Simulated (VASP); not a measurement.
# ZrSe2 (P-3m1) in VASP: further runs

One crystal, ZrSe2, is run at these levels: PBE0, PBE; tasks: single point.

Program: VASP 6.6.1. These are calculated values, not measurements. Logs are shortened: lines on timing, memory, paths and dates and some standing lists are left out, and cuts for length are marked.

### 1 The structure

Symmetry: P-3m1, No. 164, trigonal system. Conventional cell: a = 3.798 Å, b = 3.798 Å, c = 6.192 Å, α = 90.00°, β = 90.00°, γ = 120.00°. Around Zr (site symmetry -3m) lie 6 Se at 2.68 Å. Se (site symmetry 3m) is surrounded by 3 Zr at 2.68 Å.

### 2 Single point, PBE0

The input, POSCAR:

```
ZrSe2
1.0
    3.7980000000      0.0000000000      0.0000000000
   -1.8990000000      3.2891644836      0.0000000000
    0.0000000000      0.0000000000      6.1920000000
Zr Se
1 2
Direct
    0.0000000000      0.0000000000      0.0000000000
    0.6666666667      0.3333333333      0.7500000000
    0.3333333333      0.6666666667      0.2500000000
```

The input, INCAR.step1:

```
PREC = Accurate
ENCUT = 400
EDIFF = 1E-5
ISMEAR = 0
SIGMA = 0.01
LREAL = F
LASPH = T
NELM = 100
ALGO = Normal
ISIF = 2
LWAVE = T
LCHARG = F
NKRED = 1
NBANDS = 20
GGA = PE
```

The input, INCAR.step2:

```
PREC = Accurate
ENCUT = 400
EDIFF = 1E-4
ISMEAR = 0
SIGMA = 0.01
LREAL = F
LASPH = T
NELM = 100
ALGO = Normal
ISIF = 2
LWAVE = F
LCHARG = F
GGA = PE
LHFCALC = T
AEXX = 0.25
PRECFOCK = Fast
NKRED = 1
NBANDS = 20
ISTART = 1
```

The input, KPOINTS:

```
Automatic mesh
0
Gamma
  6 6 3
```

Potentials or basis: VASP PAW PBE potentials, release 64 (Zr_sv, Se).

Command:

```bash
> cat potpaw_PBE.64/Zr_sv/POTCAR potpaw_PBE.64/Se/POTCAR > POTCAR
> cp INCAR.step1 INCAR
> mpirun -np 1 vasp_std > vasp.out
> cp INCAR.step2 INCAR
> mpirun -np 1 vasp_std > vasp.out
```

OUTCAR:

```text
PREC = Accurate
   ENCUT = 400
   EDIFF = 1E-4
   ISMEAR = 0
   LREAL = F
   LASPH = T
   NELM = 100
   ISIF = 2
   GGA = PE
   LHFCALC = T
   AEXX = 0.25
   PRECFOCK = Fast
   NKRED = 1
   ISTART = 1

 Found     17 irreducible k-points:

 Following reciprocal coordinates:
            Coordinates               Weight
  0.000000  0.000000  0.000000      1.000000
  0.166667 -0.000000  0.000000      6.000000
  0.333333 -0.000000  0.000000      6.000000
  0.500000 -0.000000  0.000000      3.000000
  0.166667  0.166667  0.000000      6.000000
  0.333333  0.166667  0.000000     12.000000
   k-points           NKPTS =     17   k-points in BZ     NKDIM =    108   number of bands    NBANDS=     20
   number of dos      NEDOS =    301   number of ions     NIONS =      3
   total plane-waves  NPLWV =  31360
   dimension x,y,z NGX =    28 NGY =   28 NGZ =   40
   dimension x,y,z NGXF=    56 NGYF=   56 NGZF=   80
   ions per type =               1   2
   NGX,Y,Z   is equivalent  to a cutoff of  12.26, 12.26, 10.74 a.u.
   NGXF,Y,Z  is equivalent  to a cutoff of  24.51, 24.51, 21.48 a.u.
 SYSTEM =  unknown system
   PREC   = accura    normal or accurate (medium, high low for compatibility)
   ISTART =      1    job   : 0-new  1-cont  2-samecut
   ICHARG =      0    charge: 1-file 2-atom 10-const
   ISPIN  =      1    spin polarized calculation?
   LNONCOLLINEAR =      F non collinear calculations
   LSORBIT =      F    spin-orbit coupling
   LASPH  =      T    aspherical Exc in radial PAW
   ENCUT  =  400.0 eV  29.40 Ry    5.42 a.u.   6.19  6.19 10.10*2*pi/ulx,y,z
   NELM   =    100;   NELMIN=  2; NELMDL=  0     # of ELM steps
   EDIFF  = 0.1E-03   stopping-criterion for ELM
   LREAL  =      F    real-space projection
   EDIFFG = 0.1E-02   stopping-criterion for IOM
   NSW    =      0    number of steps for IOM
   IBRION =     -1    ionic relax: 0-MD 1-quasi-New 2-CG
   NFREE  =      0    steps in history (QN), initial steepest desc. (CG)
   ISIF   =      2    stress and relaxation
   ISYM   =      3    0-nonsym 1-usesym 2-fastsym
   POTIM  = 0.5000    time-step for ionic-motion
   TEBEG  =    0.0;   TEEND  =   0.0 temperature during run
   PSTRESS=    0.0 pullay stress
   NELECT =      24.0000    total number of electrons
   NUPDOWN=      -1.0000    fix difference up-down
   EMIN   =  10.00;   EMAX   =-10.00  energy-range for DOS
   EFERMI =   0.00;   METHOD = LEGACY
   ISMEAR =     0;   SIGMA  =   0.01  broadening in eV -4-tet -1-fermi 0-gaus
   EFERMI_NEDOS =   21; number of points for ismear=-14 and -15
   IALGO  =     38    algorithm
   IMIX   =      1    mixing-type and parameters
     AMIX     =   0.40;   BMIX     =  1.00
     AMIX_MAG =   1.60;   BMIX_MAG =  1.00
  volume/ion in A,a.u.               =      25.78       174.00
  Fermi-wavevector in a.u.,A,eV,Ry     =   1.108293  2.094371 16.712230  1.228314
  Thomas-Fermi vector in A             =   2.244819
   LORBIT       =      0    0 simple, 1 ext, 2 COOP (PROOUT), +10 PAW based schemes
   GGA     = PE    functional components
   LHFCALC =     T    Hartree Fock is set to
   PRECFOCK=fast      Normal, Fast or Accurate (Low or Medium for compatibility)
   ENCUT4O =  -1.0   cutoff for four orbital integrals eV
   NKREDX  =     1    reduce k-point grid by
   NKREDY  =     1    reduce k-point grid by
   NKREDZ  =     1    reduce k-point grid by
   AEXX    =    0.2500 exact exchange contribution
   HFSCREEN=    0.0000 screening length (either q_TF or 0.3 A-1)
   HFSCREENC=   0.0000 screening length for correlation (either q_TF or 0.3 A-1)
   ENCUTFOCK=  -1.0 apply spherical cutoff to Coloumb kernel
   IVDW    =     0    specifies the selected vdW correction
   LEPSILON=     F    determine dielectric tensor
   LRPA    =     F    only Hartree local field effects (RPA)
 non-spin polarized calculation
 Gauss-broadening in eV      SIGMA  =   0.01
  energy-cutoff  :      400.00
  volume of cell :       77.35
 maximum number of plane-waves:      1418
 NGX is ok and might be reduce to    28
  NGX = 14; NGY = 14; NGZ = 24

 number of electron      24.0000002 magnetization

 Free energy of the ion-electron system (eV)
  ---------------------------------------------------
  ext. energy  EPLUGINS =         0.00000000
  ---------------------------------------------------
  free energy    TOTEN  =       -25.39862909 eV

  energy without entropy =      -25.39862909  energy(sigma->0) =      -25.39862909

 E-fermi :   3.6610     XC(G=0):  -7.4730

 val. band max:        3.4466439436   @ k =   0.0000   0.0000   0.0000
 cond. band min:       5.2466622619   @ k =   0.5000  -0.0000   0.3333
 fundamental gap:      1.8000183184
 Fermi energy:         3.6610326213

 k-point     1 :       0.0000    0.0000    0.0000
  band No.  band energies     occupation
      1     -49.6705      2.00000
      2     -26.3177      2.00000
      3     -26.1795      2.00000
      4     -26.1795      2.00000
      5     -11.1519      2.00000
      6      -9.7115      2.00000
      7      -1.8154      2.00000
      8       0.3445      2.00000
      9       0.3445      2.00000
     10       3.3998      2.00000
     11       3.3998      2.00000
     12       3.4466      2.00000
     13       5.9459      0.00000
     14       5.9459      0.00000
     15       6.5837      0.00000
     16       9.3472      0.00000
     17       9.3472      0.00000
     18       9.8104      0.00000
     19       9.9725      0.00000
     20      14.0651      0.00000

 k-point     2 :       0.1667   -0.0000    0.0000
  band No.  band energies     occupation
      1     -49.6669      2.00000
      2     -26.3055      2.00000
      3     -26.2359      2.00000
      4     -26.1919      2.00000
      5     -10.8769      2.00000
      6      -9.7425      2.00000
      7      -1.4031      2.00000
      8      -0.0007      2.00000
      9       0.4856      2.00000
     10       1.5851      2.00000
     11       2.6553      2.00000
     12       3.2713      2.00000
     13       5.9327      0.00000
     14       6.7420      0.00000
     15       6.9978      0.00000
     16       8.8711      0.00000
     17       9.3009      0.00000
     18      11.1368      0.00000
     19      11.8055      0.00000
     20      13.7531      0.00000

 k-point     3 :       0.3333   -0.0000    0.0000
  band No.  band energies     occupation
      1     -49.6598      2.00000
      2     -26.3477      2.00000
      3     -26.2801      2.00000
      4     -26.2163      2.00000
      5     -10.2791      2.00000
      6      -9.7852      2.00000
      7      -0.9234      2.00000
      8      -0.2527      2.00000
      9      -0.0575      2.00000
     10       0.6308      2.00000
     11       1.9903      2.00000
     12       2.0512      2.00000
     13       5.5438      0.00000
     14       7.4090      0.00000
     15       7.7483      0.00000
     16       9.6449      0.00000
     17       9.8061      0.00000
     18      11.7220      0.00000
     19      12.3857      0.00000
     20      13.3813      0.00000

 k-point     4 :       0.5000   -0.0000    0.0000
  band No.  band energies     occupation
      1     -49.6562      2.00000
      2     -26.4023      2.00000
      3     -26.2677      2.00000
      4     -26.2283      2.00000
      5     -10.0249      2.00000
      6      -9.7116      2.00000
      7      -1.7310      2.00000
      8       0.0709      2.00000
      9       0.4830      2.00000
     10       0.5897      2.00000
     11       1.0343      2.00000
     12       1.8869      2.00000
     13       5.3734      0.00000
     14       7.6436      0.00000
     15       8.0174      0.00000
     16       9.9389      0.00000
     17      10.1983      0.00000
     18      10.8767      0.00000
     19      12.3952      0.00000
     20      13.6470      0.00000

 k-point     5 :       0.1667    0.1667    0.0000
  band No.  band energies     occupation
      1     -49.6616      2.00000
      2     -26.3089      2.00000
      3     -26.2874      2.00000
      4     -26.2209      2.00000
      5     -10.4282      2.00000
      6      -9.7857      2.00000
      7      -0.6862      2.00000
      8      -0.2171      2.00000
      9      -0.0318      2.00000
     10       0.7417      2.00000
     11       1.4521      2.00000
     12       2.6405      2.00000
     13       6.2252      0.00000
     14       6.9407      0.00000
     15       7.7394      0.00000
     16       8.6248      0.00000
     17       9.8891      0.00000
     18      12.7511      0.00000
     19      13.3272      0.00000
     20      13.4572      0.00000

 k-point     6 :       0.3333    0.1667    0.0000
  band No.  band energies     occupation
      1     -49.6562      2.00000
      2     -26.3731      2.00000
      3     -26.2691      2.00000
      4     -26.2574      2.00000
      5      -9.9641      2.00000
      6      -9.7763      2.00000
      7      -1.2439      2.00000
      8      -0.3142      2.00000
      9       0.3828      2.00000
     10       0.5395      2.00000
     11       0.9066      2.00000
     12       1.6262      2.00000
     13       6.2657      0.00000
     14       7.4556      0.00000
     15       7.8393      0.00000
     16       9.0268      0.00000
     17      10.0168      0.00000
     18      11.9957      0.00000
     19      12.6804      0.00000
     20      13.5768      0.00000

 [... further k-points ...]

------------------------ aborting loop because EDIFF is reached ----------------------------------------

  FORCE on cell =-STRESS in cart. coord.  units (eV):
  Direction    XX          YY          ZZ          XY          YZ          ZX
  --------------------------------------------------------------------------------------
  -------------------------------------------------------------------------------------
  Total        0.0814494      0.0814494      0.5918083     -0.0000000      0.0000000      0.0000000
  in kB        1.6870462      1.6870462     12.2580151     -0.0000000      0.0000000      0.0000000
  external PRESSURE =       5.2107025 kB  Pullay stress =       0.0000000 kB

 VOLUME and BASIS-vectors are now :
 -----------------------------------------------------------------------------
  energy-cutoff  :      400.00
  volume of cell :       77.35
      direct lattice vectors                 reciprocal lattice vectors
     3.798000000  0.000000000  0.000000000     0.263296472  0.152014289  0.000000000
    -1.899000000  3.289164484  0.000000000     0.000000000  0.304028578  0.000000000
     0.000000000  0.000000000  6.192000000     0.000000000  0.000000000  0.161498708

 POSITION                                       TOTAL-FORCE (eV/Angst)
 -----------------------------------------------------------------------------------
      0.00000      0.00000      0.00000        -0.000000      0.000000      0.000000
      1.89900      1.09639      4.64400        -0.000000      0.000000     -0.032309
     -0.00000      2.19278      1.54800         0.000000     -0.000000      0.032309
 -----------------------------------------------------------------------------------
    total drift:                                0.000000      0.000000     -0.000000

  FREE ENERGIE OF THE ION-ELECTRON SYSTEM (eV)
  ---------------------------------------------------
  free  energy   TOTEN  =       -25.3986290911 eV

  energy  without entropy=      -25.3986290911  energy(sigma->0) =      -25.39862909
```

Wall time 6.9 min (1 thread of Intel Xeon Platinum 8559C (Emerald Rapids), shared host); peak memory 0.19 GiB.

The run converged, but some of its settings lie outside the range that counts as converged, so its numbers aren't taken as properties of the crystal.

What came out:

- Free energy: -25.3986 eV
- Pressure: 0.5 GPa
- Largest force: 0.032 eV/Å
- Band gap on the k mesh: 1.80 eV, indirect (least direct gap 2.50 eV)

Caveat: the PAW data sets were made with another functional, which shifts forces and pressure a little; an odd mesh through Γ misses points on the zone boundary, where band edges often lie; this functional lacks dispersion, which binds the layers, so the pressure and a relaxed spacing across them are unreliable.

### 3 Single point, PBE0

POSCAR is that of step 2.

INCAR.step1, as its differences from that of step 2:

```diff
@@ -1,3 +1,3 @@
 PREC = Accurate
-ENCUT = 400
+ENCUT = 520
 EDIFF = 1E-5
```

INCAR.step2, as its differences from that of step 2:

```diff
@@ -1,4 +1,4 @@
 PREC = Accurate
-ENCUT = 400
-EDIFF = 1E-4
+ENCUT = 520
+EDIFF = 1E-6
 ISMEAR = 0
```

KPOINTS is that of step 2.

Potentials or basis: VASP PAW PBE potentials, release 64 (Zr_sv, Se).

Command:

```bash
> cat potpaw_PBE.64/Zr_sv/POTCAR potpaw_PBE.64/Se/POTCAR > POTCAR
> cp INCAR.step1 INCAR
> mpirun -np 1 vasp_std > vasp.out
> cp INCAR.step2 INCAR
> mpirun -np 1 vasp_std > vasp.out
```

Run time: 14 min. Hardware: 1 thread of Intel Xeon Platinum 8559C (Emerald Rapids), shared host; peak memory 0.21 GiB.

These settings aren't checked as converged: the numbers below hold their error.

What came out:

| Item | Value |
| --- | --- |
| Free energy | -25.3983 eV |
| Pressure | 0.7 GPa |
| Largest force | 0.041 eV/Å |
| Band gap on the k mesh | 1.79 eV, indirect (least direct gap 2.49 eV) |

Caveat: the PAW data sets were made with another functional, which shifts forces and pressure a little; an odd mesh through Γ misses points on the zone boundary, where band edges often lie; this functional lacks dispersion, which binds the layers, so the pressure and a relaxed spacing across them are unreliable.

### 4 Single point, PBE

The input, INCAR:

```
PREC = Accurate
ENCUT = 450
EDIFF = 1E-6
ISMEAR = 0
SIGMA = 0.02
LREAL = F
LASPH = T
NELM = 60
ALGO = Normal
ISIF = 2
LWAVE = F
LCHARG = T
GGA = PE
LELF = T
LVHAR = T
```

The input, KPOINTS:

```
regular mesh
0
Gamma
  4 4 2
```

POSCAR is that of step 3.

Potentials or basis: VASP PAW PBE potentials, release 64 (Zr_sv_GW, Se_GW).

Command:

```bash
> cat potpaw_PBE.64/Zr_sv_GW/POTCAR potpaw_PBE.64/Se_GW/POTCAR > POTCAR
> mpirun -np 1 vasp_std > vasp.out
```

Run time: 8.7 s. Hardware: 1 thread of Intel Xeon 6975P-C (Granite Rapids), shared host; peak memory 0.18 GiB.

The run converged. Its results:

| Property | Result |
| --- | --- |
| Free energy | -21.2094 eV |
| Pressure | 2.2 GPa |
| Largest force | 0.247 eV/Å |
| Band gap on the k mesh | 0.33 eV, indirect (least direct gap 1.00 eV) |

Forces in eV/Å, atoms in the order of the input:
```
Zr   0.000  0.000  0.000
Se   0.000  0.000 -0.247
Se   0.000  0.000  0.247
```

Stress tensor (GPa, compression positive):
```
2.00 0.00 0.00
0.00 2.00 0.00
0.00 0.00 2.74
```

Levels at points of the mesh, in eV from the valence-band top:
```csv
k point,band 9,band 10,band 11,band 12,band 13,band 14,band 15,band 16
"(0.00, 0.00, 0.00)",-2.75,-0.05,-0.05,0.00,1.00,1.00,1.53,4.31
"(0.50, 0.00, 0.00)",-2.69,-2.53,-2.14,-1.37,0.53,2.46,2.79,4.97
"(0.00, 0.00, 0.50)",-2.71,-2.06,-0.22,-0.22,0.97,0.97,1.92,4.70
"(0.50, 0.00, 0.50)",-2.70,-2.54,-1.06,-0.98,0.33,2.45,2.78,4.45
```

Caveat: the k mesh is coarse (spacing up to 0.51 Å⁻¹), so the values aren't converged; this functional lacks dispersion, which binds the layers, so the pressure and a relaxed spacing across them are unreliable.

### 5 The reference run

An earlier run on the cell as given: functional PBE; potentials or basis VASP PAW PBE potentials, release 64 (Zr_sv, Se); cutoff 520 eV; k mesh 8 × 8 × 5; occupations fermi-dirac, width 0.05 eV; no spin polarisation.

* Pressure: 2.0 GPa
* Largest force: 0.301 eV/Å
* Band gap on the k mesh: 0.41 eV, indirect (least direct gap 1.05 eV)
